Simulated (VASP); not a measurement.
# Sn (Fd-3m) in VASP: further runs

One crystal, Sn, is run at these levels: PBE; tasks: single point.

Program: VASP 6.6.1. These are calculated values, not measurements. Logs are shortened: lines on timing, memory, paths and dates and some standing lists are left out, and cuts for length are marked.

**1. The crystal as given**

Symmetry: Fd-3m, No. 227, cubic system. Conventional cell: a = 6.467 Å, b = 6.467 Å, c = 6.467 Å, α = 90.00°, β = 90.00°, γ = 90.00°. Around Sn (site symmetry -43m) lie 4 Sn at 2.80 Å.

This isn't the form of Sn at room conditions, which is tetragonal (white tin).

**2. Single point, PBE**

INCAR

```
SYSTEM = Sn
PREC = Accurate
ENCUT = 600
EDIFF = 1E-7
ISMEAR = 0
SIGMA = 0.02
LREAL = .False.
LASPH = .True.
NELM = 80
ALGO = Normal
ISIF = 2
LWAVE = .False.
LCHARG = .False.
GGA = PE
```

KPOINTS

```
regular mesh
0
Gamma
  6 6 6
  0 0 0
```

POSCAR

```
Sn
1.0
    0.0000000000      3.2333428000      3.2333428000
    3.2333428000      0.0000000000      3.2333428000
    3.2333428000      3.2333428000      0.0000000000
Sn
2
Direct
    0.0000000000      0.0000000000      0.0000000000
    0.2500000000      0.2500000000      0.2500000000
```

Potentials or basis: VASP PAW PBE potentials, release 64 (Sn_d).

Started as:

```
$ cat potpaw_PBE.64/Sn_d/POTCAR > POTCAR
$ mpirun -np 1 vasp_std > vasp.out
```

OUTCAR:

```text
SYSTEM = Sn
   PREC = Accurate
   ENCUT = 600
   EDIFF = 1E-7
   ISMEAR = 0
   LREAL = .False.
   LASPH = .True.
   NELM = 80
   ISIF = 2
   GGA = PE

 ion  position               nearest neighbor table
   1  0.000  0.000  0.000-   2 2.80   2 2.80   2 2.80   2 2.80
   2  0.250  0.250  0.250-   1 2.80   1 2.80   1 2.80   1 2.80

  LATTYP: Found a face centered cubic cell.
 ALAT       =     6.4666856000

  Lattice vectors:

 A1 = (   0.0000000000,   3.2333428000,   3.2333428000)
 A2 = (   3.2333428000,   0.0000000000,   3.2333428000)
 A3 = (   3.2333428000,   3.2333428000,   0.0000000000)

Analysis of symmetry for initial positions (statically):
=====================================================================
 Subroutine PRICEL returns:
 Original cell was already a primitive cell.

 Routine SETGRP: Setting up the symmetry group for a
 face centered cubic supercell.

 Subroutine GETGRP returns: Found 48 space group operations
 (whereof 24 operations were pure point group operations)
 out of a pool of 48 trial point group operations.

The static configuration has the point symmetry T_d .
 The point group associated with its full space group is O_h .

Analysis of symmetry for dynamics (positions and initial velocities):
=====================================================================
 Subroutine PRICEL returns:
 Original cell was already a primitive cell.

 Routine SETGRP: Setting up the symmetry group for a
 face centered cubic supercell.

 Subroutine GETGRP returns: Found 48 space group operations
 (whereof 24 operations were pure point group operations)
 out of a pool of 48 trial point group operations.

The dynamic configuration has the point symmetry T_d .
 The point group associated with its full space group is O_h .

 Subroutine INISYM returns: Found 48 space group operations
 (whereof 24 operations are pure point group operations),
 and found     1 'primitive' translations

----------------------------------------------------------------------------------------

                                     Primitive cell

  volume of cell :      67.6060

  direct lattice vectors                    reciprocal lattice vectors
     0.000000000  3.233342800  3.233342800    -0.154638723  0.154638723  0.154638723
     3.233342800  0.000000000  3.233342800     0.154638723 -0.154638723  0.154638723
     3.233342800  3.233342800  0.000000000     0.154638723  0.154638723 -0.154638723

  length of vectors
     4.572637240  4.572637240  4.572637240     0.267842124  0.267842124  0.267842124

  position of ions in fractional coordinates (direct lattice)
     0.000000000  0.000000000  0.000000000
     0.250000000  0.250000000  0.250000000

  ion indices of the primitive-cell ions
   primitive index   ion index
                 1           1
                 2           2

----------------------------------------------------------------------------------------

 KPOINTS: regular mesh

Automatic generation of k-mesh.
 Grid dimensions read from file:
 generate k-points for:    6    6    6

 Generating k-lattice:

  Cartesian coordinates                     Fractional coordinates (reciprocal lattice)
    -0.025773120  0.025773120  0.025773120     0.166666667  0.000000000  0.000000000
     0.025773120 -0.025773120  0.025773120     0.000000000  0.166666667  0.000000000
     0.025773120  0.025773120 -0.025773120     0.000000000  0.000000000  0.166666667

  Length of vectors
     0.044640354  0.044640354  0.044640354

  Shift w.r.t. Gamma in fractional coordinates (k-lattice)
     0.000000000  0.000000000  0.000000000

 Subroutine IBZKPT returns following result:
 ===========================================

 Found     16 irreducible k-points:

 Following reciprocal coordinates:
            Coordinates               Weight
  0.000000  0.000000  0.000000      1.000000
  0.166667  0.000000  0.000000      8.000000
  0.333333  0.000000  0.000000      8.000000
  0.500000  0.000000  0.000000      4.000000
  0.166667  0.166667  0.000000      6.000000
  0.333333  0.166667  0.000000     24.000000
[... 8 lines left out ...]
 -0.333333  0.333333  0.166667     24.000000
 -0.333333  0.500000  0.166667     12.000000
   k-points           NKPTS =     16   k-points in BZ     NKDIM =     16   number of bands    NBANDS=     18
   number of dos      NEDOS =    301   number of ions     NIONS =      2
   total plane-waves  NPLWV =  64000
   dimension x,y,z NGX =    40 NGY =   40 NGZ =   40
   dimension x,y,z NGXF=    80 NGYF=   80 NGZF=   80
   ions per type =               2
   NGX,Y,Z   is equivalent  to a cutoff of  14.54, 14.54, 14.54 a.u.
   NGXF,Y,Z  is equivalent  to a cutoff of  29.09, 29.09, 29.09 a.u.
 SYSTEM =  Sn
   PREC   = accura    normal or accurate (medium, high low for compatibility)
   ISTART =      0    job   : 0-new  1-cont  2-samecut
   ICHARG =      2    charge: 1-file 2-atom 10-const
   ISPIN  =      1    spin polarized calculation?
   LNONCOLLINEAR =      F non collinear calculations
   LSORBIT =      F    spin-orbit coupling
   LASPH  =      T    aspherical Exc in radial PAW
   ENCUT  =  600.0 eV  44.10 Ry    6.64 a.u.   9.13  9.13  9.13*2*pi/ulx,y,z
   NELM   =     80;   NELMIN=  2; NELMDL= -5     # of ELM steps
   EDIFF  = 0.1E-06   stopping-criterion for ELM
   LREAL  =      F    real-space projection
   EDIFFG = 0.1E-05   stopping-criterion for IOM
   NSW    =      0    number of steps for IOM
   IBRION =     -1    ionic relax: 0-MD 1-quasi-New 2-CG
   NFREE  =      0    steps in history (QN), initial steepest desc. (CG)
   ISIF   =      2    stress and relaxation
   ISYM   =      2    0-nonsym 1-usesym 2-fastsym
   POTIM  = 0.5000    time-step for ionic-motion
   TEBEG  =    0.0;   TEEND  =   0.0 temperature during run
   PSTRESS=    0.0 pullay stress
   NELECT =      28.0000    total number of electrons
   NUPDOWN=      -1.0000    fix difference up-down
   EMIN   =  10.00;   EMAX   =-10.00  energy-range for DOS
   EFERMI =   0.00;   METHOD = LEGACY
   ISMEAR =     0;   SIGMA  =   0.02  broadening in eV -4-tet -1-fermi 0-gaus
   EFERMI_NEDOS =   21; number of points for ismear=-14 and -15
   IALGO  =     38    algorithm
   IMIX   =      4    mixing-type and parameters
     AMIX     =   0.40;   BMIX     =  1.00
     AMIX_MAG =   1.60;   BMIX_MAG =  1.00
  volume/ion in A,a.u.               =      33.80       228.11
  Fermi-wavevector in a.u.,A,eV,Ry     =   1.220298  2.306028 20.260793  1.489126
  Thomas-Fermi vector in A             =   2.355520
   LORBIT       =      0    0 simple, 1 ext, 2 COOP (PROOUT), +10 PAW based schemes
   GGA     = PE    functional components
   LHFCALC =     F    Hartree Fock is set to
   AEXX    =    0.0000 exact exchange contribution
   IVDW    =     0    specifies the selected vdW correction
   LEPSILON=     F    determine dielectric tensor
   LRPA    =     F    only Hartree local field effects (RPA)
 non-spin polarized calculation
 Gauss-broadening in eV      SIGMA  =   0.02
  energy-cutoff  :      600.00
  volume of cell :       67.61
 maximum number of plane-waves:      2285
 NGX is ok and might be reduce to    40
   NGX = 19   NGY = 19   NGZ = 19

 number of electron      28.0000005 magnetization

 Free energy of the ion-electron system (eV)
  ---------------------------------------------------
  ext. energy  EPLUGINS =         0.00000000
  ---------------------------------------------------
  free energy    TOTEN  =        -7.59186252 eV

  energy without entropy =       -7.59165356  energy(sigma->0) =       -7.59175804

 E-fermi :   5.7745     XC(G=0):  -8.9172

 val. band max:        5.3959047244   @ k =   0.1667   0.0000   0.0000
 cond. band min:       5.7744930795   @ k =   0.5000   0.0000   0.0000
 fundamental gap:      0.3785883551
 Fermi energy:         5.7744930750

 k-point     1 :       0.0000    0.0000    0.0000
  band No.  band energies     occupation
      1     -15.9422      2.00000
      2     -15.9422      2.00000
      3     -15.9422      2.00000
      4     -15.8813      2.00000
      5     -15.8813      2.00000
      6     -15.5634      2.00000
[... 10 lines left out ...]
     17       7.9200      0.00000
     18       7.9200      0.00000

 k-point     2 :       0.1667    0.0000    0.0000
  band No.  band energies     occupation
      1     -15.9589      2.00000
      2     -15.9589      2.00000
      3     -15.9357      2.00000
      4     -15.8569      2.00000
      5     -15.8569      2.00000
      6     -15.5939      2.00000
[... 10 lines left out ...]
     17       8.4928      0.00000
     18       9.1475      0.00000

 k-point     3 :       0.3333    0.0000    0.0000
  band No.  band energies     occupation
      1     -15.9750      2.00000
      2     -15.9750      2.00000
      3     -15.9220      2.00000
      4     -15.8280      2.00000
      5     -15.8280      2.00000
      6     -15.6177      2.00000
[... 10 lines left out ...]
     17       8.9813      0.00000
     18      11.4361      0.00000

 k-point     4 :       0.5000    0.0000    0.0000
  band No.  band energies     occupation
      1     -15.9795      2.00000
      2     -15.9795      2.00000
      3     -15.9149      2.00000
      4     -15.8189      2.00000
      5     -15.8189      2.00000
      6     -15.6241      2.00000
[... 207 lines left out ...]
      4     -15.7983      2.00000
      5     -15.7499      2.00000
      6     -15.7219      2.00000
[... 10 lines left out ...]
     17       9.5044      0.00000
     18      11.5937      0.00000

 k-point    15 :      -0.3333    0.3333    0.1667
  band No.  band energies     occupation
      1     -16.0155      2.00000
      2     -16.0005      2.00000
      3     -15.8476      2.00000
      4     -15.7711      2.00000
      5     -15.7402      2.00000
      6     -15.7268      2.00000
[... 10 lines left out ...]
     17      10.6803      0.00000
     18      10.7851      0.00000

 k-point    16 :      -0.3333    0.5000    0.1667
  band No.  band energies     occupation
      1     -16.0092      2.00000
      2     -16.0092      2.00000
      3     -15.8155      2.00000
      4     -15.8155      2.00000
      5     -15.7196      2.00000
      6     -15.7196      2.00000
[... 10 lines left out ...]
     17      11.1559      0.00000
     18      11.1559      0.00000

------------------------ aborting loop because EDIFF is reached ----------------------------------------

  FORCE on cell =-STRESS in cart. coord.  units (eV):
  Direction    XX          YY          ZZ          XY          YZ          ZX
  --------------------------------------------------------------------------------------
  -------------------------------------------------------------------------------------
  Total        1.6318364      1.6318364      1.6318364      0.0000000      0.0000000     -0.0000000
  in kB       38.6724744     38.6724744     38.6724744      0.0000000      0.0000000     -0.0000000
  external PRESSURE =      38.6724744 kB  Pullay stress =       0.0000000 kB

 VOLUME and BASIS-vectors are now :
 -----------------------------------------------------------------------------
  energy-cutoff  :      600.00
  volume of cell :       67.61
      direct lattice vectors                 reciprocal lattice vectors
     0.000000000  3.233342800  3.233342800    -0.154638723  0.154638723  0.154638723
     3.233342800  0.000000000  3.233342800     0.154638723 -0.154638723  0.154638723
     3.233342800  3.233342800  0.000000000     0.154638723  0.154638723 -0.154638723

 POSITION                                       TOTAL-FORCE (eV/Angst)
 -----------------------------------------------------------------------------------
      0.00000      0.00000      0.00000         0.000000      0.000000      0.000000
      1.61667      1.61667      1.61667        -0.000000     -0.000000     -0.000000
 -----------------------------------------------------------------------------------
    total drift:                               -0.000000     -0.000000      0.000000

  FREE ENERGIE OF THE ION-ELECTRON SYSTEM (eV)
  ---------------------------------------------------
  free  energy   TOTEN  =        -7.5918625222 eV

  energy  without entropy=       -7.5916535627  energy(sigma->0) =       -7.59175804
```

Run time: 25 s. Hardware: 1 thread of Intel Xeon Platinum 8488C (Sapphire Rapids), shared host; peak memory 0.23 GiB.

Results:

* Free energy: -7.5919 eV
* Pressure: 3.9 GPa
* Band gap on the k mesh: none (metal or under the smearing width)

**3. Single point, PBE**

Changes to INCAR since step 2:

```diff
@@ -2,3 +2,3 @@
 PREC = Accurate
-ENCUT = 600
+ENCUT = 700
 EDIFF = 1E-7
```

KPOINTS is that of step 2.

POSCAR is that of step 2.

Potentials or basis: VASP PAW PBE potentials, release 64 (Sn_d).

Started as:

```
$ cat potpaw_PBE.64/Sn_d/POTCAR > POTCAR
$ mpirun -np 1 vasp_std > vasp.out
```

OUTCAR:

```text
SYSTEM = Sn
   PREC = Accurate
   ENCUT = 700
   EDIFF = 1E-7
   ISMEAR = 0
   LREAL = .False.
   LASPH = .True.
   NELM = 80
   ISIF = 2
   GGA = PE

 ion  position               nearest neighbor table
   1  0.000  0.000  0.000-   2 2.80   2 2.80   2 2.80   2 2.80
   2  0.250  0.250  0.250-   1 2.80   1 2.80   1 2.80   1 2.80

  LATTYP: Found a face centered cubic cell.
 ALAT       =     6.4666856000

  Lattice vectors:

 A1 = (   0.0000000000,   3.2333428000,   3.2333428000)
 A2 = (   3.2333428000,   0.0000000000,   3.2333428000)
 A3 = (   3.2333428000,   3.2333428000,   0.0000000000)

Analysis of symmetry for initial positions (statically):
=====================================================================
 Subroutine PRICEL returns:
 Original cell was already a primitive cell.

 Routine SETGRP: Setting up the symmetry group for a
 face centered cubic supercell.

 Subroutine GETGRP returns: Found 48 space group operations
 (whereof 24 operations were pure point group operations)
 out of a pool of 48 trial point group operations.

The static configuration has the point symmetry T_d .
 The point group associated with its full space group is O_h .
[... 151 lines left out ...]

  energy without entropy =       -7.59169731  energy(sigma->0) =       -7.59180179

 E-fermi :   5.7745     XC(G=0):  -8.9172

 val. band max:        5.3958892430   @ k =   0.1667   0.0000   0.0000
 cond. band min:       5.7744556676   @ k =   0.5000   0.0000   0.0000
 fundamental gap:      0.3785664246
 Fermi energy:         5.7744556632

 k-point     1 :       0.0000    0.0000    0.0000
  band No.  band energies     occupation
      1     -15.9423      2.00000
      2     -15.9423      2.00000
      3     -15.9423      2.00000
      4     -15.8813      2.00000
      5     -15.8813      2.00000
      6     -15.5634      2.00000
[... 313 lines left out ...]
      5     -15.7197      2.00000
      6     -15.7197      2.00000
[... 10 lines left out ...]
     17      11.1558      0.00000
     18      11.1558      0.00000

------------------------ aborting loop because EDIFF is reached ----------------------------------------

  FORCE on cell =-STRESS in cart. coord.  units (eV):
  Direction    XX          YY          ZZ          XY          YZ          ZX
  --------------------------------------------------------------------------------------
  -------------------------------------------------------------------------------------
  Total        1.6353996      1.6353996      1.6353996      0.0000000      0.0000000      0.0000000
  in kB       38.7569158     38.7569158     38.7569158      0.0000000      0.0000000      0.0000000
  external PRESSURE =      38.7569158 kB  Pullay stress =       0.0000000 kB

 VOLUME and BASIS-vectors are now :
 -----------------------------------------------------------------------------
  energy-cutoff  :      700.00
  volume of cell :       67.61
      direct lattice vectors                 reciprocal lattice vectors
     0.000000000  3.233342800  3.233342800    -0.154638723  0.154638723  0.154638723
     3.233342800  0.000000000  3.233342800     0.154638723 -0.154638723  0.154638723
     3.233342800  3.233342800  0.000000000     0.154638723  0.154638723 -0.154638723

 POSITION                                       TOTAL-FORCE (eV/Angst)
 -----------------------------------------------------------------------------------
      0.00000      0.00000      0.00000         0.000000     -0.000000      0.000000
      1.61667      1.61667      1.61667        -0.000000      0.000000     -0.000000
 -----------------------------------------------------------------------------------
    total drift:                               -0.000000     -0.000000      0.000000

  FREE ENERGIE OF THE ION-ELECTRON SYSTEM (eV)
  ---------------------------------------------------
  free  energy   TOTEN  =        -7.5919062741 eV

  energy  without entropy=       -7.5916973146  energy(sigma->0) =       -7.59180179
```

stdout:

```text
POSCAR found type information on POSCAR Sn
 POSCAR found :  1 types and       2 ions
 scaLAPACK will be used
 LDA part: xc-table for (Slater+PW92), standard interpolation
 POSCAR, INCAR and KPOINTS ok, starting setup
 FFT: planning ... GRIDC
 FFT: planning ... GRID_SOFT
 FFT: planning ... GRID
 WAVECAR not read
 entering main loop
```

Run time: 23 s. Hardware: 1 thread of Intel Xeon Platinum 8488C (Sapphire Rapids), shared host; peak memory 0.24 GiB.

Results:

* Free energy: -7.5919 eV
* Pressure: 3.9 GPa
* Band gap on the k mesh: none (metal or under the smearing width)
